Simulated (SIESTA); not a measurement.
The system is C.

```
CELL_PARAMETERS angstrom
2.52210 0.00000 0.00000
-1.26105 2.18420 0.00000
0.00000 0.00000 12.35570
ATOMIC_POSITIONS crystal
C 0.66667 0.33333 0.35417
C 0.33333 0.66667 0.85417
C 0.66667 0.33333 0.14583
C 0.33333 0.66667 0.64583
C 0.66667 0.33333 0.47917
C 0.33333 0.66667 0.97917
C 0.66667 0.33333 0.02083
C 0.33333 0.66667 0.52083
C 0.00000 0.00000 0.81250
C 0.00000 0.00000 0.31250
C 0.00000 0.00000 0.68750
C 0.00000 0.00000 0.18750
```

This is a hexagonal form of diamond, not graphite.

Base run:

| Property | Result |
| --- | --- |
| Program | SIESTA 5.4.2 |
| Functional | PBE |
| Potentials or basis | PseudoDojo 0.4 standard (PBE files) |
| Basis | TZP (energy shift 0.003 Ry) |
| Grid cutoff | 500 Ry |
| Energy shift | 0.003 Ry |
| k mesh | 12 × 12 × 3 |
| Occupations | fermi-dirac, width 0.05 eV |
| Spin | no spin polarisation |

Its results: band gap on the k mesh 4.51 eV, indirect (least direct gap 5.36 eV); pressure 6.3 GPa; largest force 0.343 eV/Å.

Question: The run is repeated on the same cell with these changes: basis from TZP (energy shift 0.003 Ry) to DZ (energy shift 0.003 Ry). What comes out?

Answer: Band gap on the k mesh 5.50 eV, direct; pressure 12.4 GPa; largest force 0.354 eV/Å.

Caveats: the basis of atomic orbitals isn't converged, which shifts pressures, moduli and gaps; the basis has no polarisation orbitals (some runs).
